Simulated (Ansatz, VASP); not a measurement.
## Two plane-wave programs on B

File INCAR:

```
PREC = Accurate ; ENCUT = 520
EDIFF = 1E-6 ; ISMEAR = -1
SIGMA = 0.05 ; LREAL = False
LASPH = True ; NELM = 60
ALGO = Normal ; ISIF = 2
LWAVE = False ; LCHARG = True
GGA = PE ; LELF = True
LVHAR = True ; NBANDS = 8
```

Contents of KPOINTS:

```
regular mesh
0
Gamma
  11 11 16
```

POSCAR

```
B
1.0
    2.3493510000     -0.0101880000      0.0154020000
   -0.0101880000      2.3346640000      0.0422970000
    0.0104100000      0.0285890000      1.5919840000
B
1
Direct
    0.5026920000      0.5130090000      0.5028790000
```

The input input.yaml:

```yaml
crystal:
  lattice:
    - [2.349351, -0.010188, 0.015402]
    - [-0.010188, 2.334664, 0.042297]
    - [0.01041, 0.028589, 1.591984]
  atoms:
    - { symbol: B, position: [0.502692, 0.513009, 0.502879] }
hamiltonian:
  xc: pbe
  pseudopotentials: { kind: paw, azcp: { folder: soft_1 } }
kpoints:
  mp_grid: { grid: [11, 11, 16] }
scf:
  occupations: { method: fermi_dirac, width: 0.05 }
output:
  forces: true
  stress: true
  eigenvalues: true
```

Change from the starting cell: cell strained at random at fixed volume.

Alike in both runs: task single point; functional PBE; k mesh 11 × 11 × 16; occupations fermi-dirac, width 0.05 eV; no spin polarisation.

|  | VASP | Ansatz |
| --- | --- | --- |
| version | VASP 6.6.1 | Ansatz 0.2.0 |
| potentials or method | VASP PAW PBE potentials, release 64 (B) | Ansatz PAW soft_1 |
| plane-wave cutoff (eV) | 520 | 420 |
| valence electrons in the cell | 3 | 3 |

VASP gave:

| Property | Result |
| --- | --- |
| gap on the k mesh at the Fermi level (eV) | none |
| pressure (GPa) | -1.8 |
| largest component of the traceless stress (GPa) | 2.32 |

**Question.** Which values does Ansatz return?

**Answer.** gap on the k mesh at the Fermi level (eV): none; pressure (GPa): -1.8; largest component of the traceless stress (GPa): 2.30.

A gap of «none» marks a metal or a gap that the smearing closes. With one functional, cell and mesh, what is left measures potentials, basis and numerics.
